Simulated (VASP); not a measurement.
## Si: single point with PBE

Si:

```xyz
4
Lattice="3.8228 -2.3302 0.0000 3.8228 2.3302 0.0000 0.0000 0.0000 4.4951" Properties=species:S:1:pos:R:3 pbc="T T T"
Si    5.0643    0.8019    1.1238
Si    5.0643   -0.8019    3.3713
Si    2.5813   -0.8019    3.3713
Si    2.5813    0.8019    1.1238
```

The cell was built by a generator and needn't be a form met in nature.

```json
{"Program": "VASP 6.6.1", "Task": "single point", "Functional": "PBE", "Potentials or basis": "VASP PAW PBE potentials, release 64 (Si)", "Cutoff": "520 eV", "k mesh": "4 × 4 × 4", "Occupations": "gaussian, width 0.1 eV", "Spin": "no spin polarisation"}
```

```yaml
Pressure: -5.8 GPa
Largest_force: 0.666 eV/Å
Band_gap_on_the_k_mesh: none (metal or under the smearing width)
```

Forces on the atoms (eV/Å):
```
Si   0.617 -0.250  0.000
Si   0.617  0.250  0.000
Si  -0.617  0.250  0.000
Si  -0.617 -0.250  0.000
```

Stress tensor (GPa, compression positive):
```
-6.94  0.00  0.00
 0.00 -8.14  0.00
 0.00  0.00 -2.43
```

Levels at points of the mesh, in eV from the Fermi level:
| k point | band 4 | band 5 | band 6 | band 7 | band 8 | band 9 | band 10 | band 11 | band 12 | band 13 |
| --- | --- | --- | --- | --- | --- | --- | --- | --- | --- | --- |
| (0.00, 0.00, 0.00) | -4.66 | -4.52 | -3.34 | -1.35 | -1.28 | 0.31 | 1.77 | 1.77 | 2.06 | 3.44 |
| (0.50, 0.00, 0.00) | -5.19 | -3.35 | -2.55 | -2.41 | -2.04 | 0.91 | 1.38 | 3.07 | 3.37 | 3.42 |
| (0.50, 0.50, 0.00) | -4.48 | -4.01 | -3.76 | -1.97 | -1.18 | 0.76 | 1.43 | 2.50 | 3.99 | 4.17 |
| (0.00, 0.00, 0.50) | -2.97 | -2.91 | -2.91 | -2.53 | -2.53 | 0.40 | 0.40 | 0.89 | 0.89 | 3.26 |
| (0.50, 0.00, 0.50) | -7.78 | -3.50 | -3.50 | -1.29 | -1.29 | 3.67 | 3.67 | 4.49 | 4.49 | 4.89 |
| (0.50, 0.50, 0.50) | -7.50 | -4.00 | -4.00 | -1.90 | -1.90 | 3.87 | 3.87 | 4.25 | 4.25 | 5.84 |

Wall time 22 s on 1 thread of Intel(R) Xeon(R) Platinum 8488C (Sapphire Rapids) (shared host), peak memory 0.19 GiB.

Caveat: the k mesh is coarse (spacing up to 0.39 Å⁻¹), so the values aren't converged.
